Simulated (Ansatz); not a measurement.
Input and command of a calculation in Ansatz (plane waves; scalar-relativistic PAW potentials unless the input names others):

```yaml
crystal:
  lattice:
    - [5.4345312657, 0.0, -0.6227323729]
    - [0.0, 5.4700937548, 0.0]
    - [-1.5096984742, 0.0, 5.7256961736]
  atoms:
    - { symbol: Hf, position: [0.2500003982, 0.3991890787, 0.749996707] }
    - { symbol: Hf, position: [0.7499996018, 0.8991890787, 0.750003293] }
    - { symbol: Hf, position: [0.7499996018, 0.6008109213, 0.250003293] }
    - { symbol: Hf, position: [0.2500003982, 0.1008109213, 0.249996707] }
    - { symbol: O, position: [0.5268800266, 0.6732854763, 0.8692441086] }
    - { symbol: O, position: [0.4731199734, 0.1732854763, 0.6307558914] }
    - { symbol: O, position: [0.4731199734, 0.3267145237, 0.1307558914] }
    - { symbol: O, position: [0.5268800266, 0.8267145237, 0.3692441086] }
    - { symbol: O, position: [0.0268783773, 0.3267117824, 0.3692374085] }
    - { symbol: O, position: [0.9731216227, 0.8267117824, 0.1307625915] }
    - { symbol: O, position: [0.9731216227, 0.6732882176, 0.6307625915] }
    - { symbol: O, position: [0.0268783773, 0.1732882176, 0.8692374085] }
kpoints:
  mp_grid: { grid: [5, 5, 6] }
hamiltonian:
  xc: pbe
  hubbard: { sites: [{ species: Hf, l: d, u_eff: 8.0 }], double_counting: fll }
  pseudopotentials: { kind: paw, source: ansatz }
scf:
  occupations: { method: gaussian, width: 0.02 }
output:
  forces: true
  eigenvalues: true
  stress: true
```

```bash
ansatz run input.yaml --threads 8 --pin off --max-ram 20480MiB --backend cpu --events-out ev --progress --plain --runs-dir out
```

Abridged log:
```
Warning: the atoms were moved onto the symmetric positions of the space group found under crystal.symmetry.tolerance 1.0e-5 (fractional; ...
Basis set: ecut = 930 eV, 10599 PW (Γ), exchange–correlation on 128×128×144 points (8 copies of the dense FFT grid, shifted against one another)
Bands: 92, of which v1, the nominal top of the filled ones, is band 76 counted from 1 (75 counted from 0)
Symmetry: 8 space group operations
k-points: 48 of 150
SCF iter   1: F=—  HF=-67488.922893 eV  |F-HF|=—  |Δ(HF+E_count)|=         —  Δρ=8.87e-2  dr2=1.11e1  ethr=3.10e-3  ⟨swp⟩=6.0  Hψ=14285  notcnv=0  defer=52
SCF iter   2: F=—  HF=-67486.268336 eV  |F-HF|=—  |Δ(HF+E_count)|=    2.65e0  Δρ=4.13e-2  dr2=2.33e0  ethr=3.10e-3  ⟨swp⟩=3.0  Hψ=9225  notcnv=0  defer=435
SCF iter   3: F=—  HF=-67485.793665 eV  |F-HF|=—  |Δ(HF+E_count)|=   4.75e-1  Δρ=1.73e-2  dr2=5.70e-1  ethr=1.54e-3  ⟨swp⟩=2.4  Hψ=6852  notcnv=0  defer=435
SCF iter   4: F=—  HF=-67485.732909 eV  |F-HF|=—  |Δ(HF+E_count)|=   6.08e-2  Δρ=6.55e-3  dr2=7.57e-2  ethr=3.75e-4  ⟨swp⟩=3.4  Hψ=8336  notcnv=0  defer=435
SCF iter   5: F=—  HF=-67485.756213 eV  |F-HF|=—  |Δ(HF+E_count)|=   2.33e-2  Δρ=2.90e-3  dr2=1.28e-2  ethr=4.98e-5  ⟨swp⟩=2.8  Hψ=7498  notcnv=0  defer=438
SCF iter   6: F=—  HF=-67485.766742 eV  |F-HF|=—  |Δ(HF+E_count)|=   1.05e-2  Δρ=6.27e-4  dr2=6.32e-4  ethr=8.40e-6  ⟨swp⟩=2.9  Hψ=7349  notcnv=0  defer=438
SCF iter   7: F=—  HF=-67485.767704 eV  |F-HF|=—  |Δ(HF+E_count)|=   9.62e-4  Δρ=2.67e-4  dr2=9.31e-5  ethr=4.15e-7  ⟨swp⟩=2.1  Hψ=7782  notcnv=0  defer=437
SCF iter   8: F=—  HF=-67485.767943 eV  |F-HF|=—  |Δ(HF+E_count)|=   2.38e-4  Δρ=4.72e-5  dr2=2.98e-6  ethr=6.12e-8  ⟨swp⟩=2.0  Hψ=8042  notcnv=0  defer=437
SCF iter   9: F=-67485.767948 eV  HF=-67485.767948 eV  |F-HF|=1.65e-7  |Δ(HF+E_count)|=   4.99e-6  Δρ=7.14e-6  dr2=7.72e-8  ethr=6.58e-11  ⟨swp⟩=12.8  Hψ=28533  notcnv=0
SCF 1 converged in 9 iterations: F = -67485.767948 eV  dr2 = 7.72e-8
SCF converged after 9 iterations
Free energy (F): -67485.767948 eV
Harris-Foulkes:  -67485.767948 eV  (|F-HF|=1.65e-7)
Internal energy: -67485.767948 eV  (E = F + TS)
E sigma→0 (E₀):  -67485.767948 eV
Fermi energy:    12.617000 eV
--- Forces (eV/Å), atoms counted from 1 ---
  atom   1  Hf     0.00000000     0.13176426     0.00000000
  atom   2  Hf     0.00000000     0.13176426     0.00000000
  atom   3  Hf     0.00000000    -0.13176426     0.00000000
  atom   4  Hf     0.00000000    -0.13176426     0.00000000
  atom   5  O     -0.07721066     0.04896422     0.09032219
  atom   6  O      0.07721066     0.04896422    -0.09032219
  atom   7  O      0.07721066    -0.04896422    -0.09032219
  atom   8  O     -0.07721066    -0.04896422     0.09032219
  atom   9  O     -0.07721066    -0.04896422     0.09032219
  atom  10  O      0.07721066    -0.04896422    -0.09032219
  atom  11  O      0.07721066     0.04896422    -0.09032219
  atom  12  O     -0.07721066     0.04896422     0.09032219
--- Stress (GPa, compression-positive) ---
       16.546802       0.000000      -0.372210
        0.000000      14.429711       0.000000
       -0.372210       0.000000       9.289332
  P = ⅓ Tr σ = 13.4219 GPa (134.219 kbar)
Occupation matrices written to <dir>
```

Apart from outputs and empty bands, the input differs from a reference run on usual settings in hamiltonian.hubbard: not typed → {"sites": [{"species": "Hf", "l": "d", "u_eff": 8.0}], "double_counting": "fll"}; hamiltonian.pseudopotentials: not typed → {"kind": "paw", "source": "ansatz"}; basis.ecutwfc: 420 → not typed. The reference, at the same geometry (not necessarily relaxed), gave pressure 3.01 GPa, largest force 0.001 eV/Å, gap on the mesh 5.05 eV. This run converged in 9 SCF iterations (reference: 8) with a total energy on another zero, pressure 13.42 GPa, largest force 0.132 eV/Å, gap on the mesh 4.68 eV.

It took 14 s on 8 threads of Intel(R) Xeon(R) 6975P-C (Granite Rapids) (shared host), peak memory 4.1 GiB.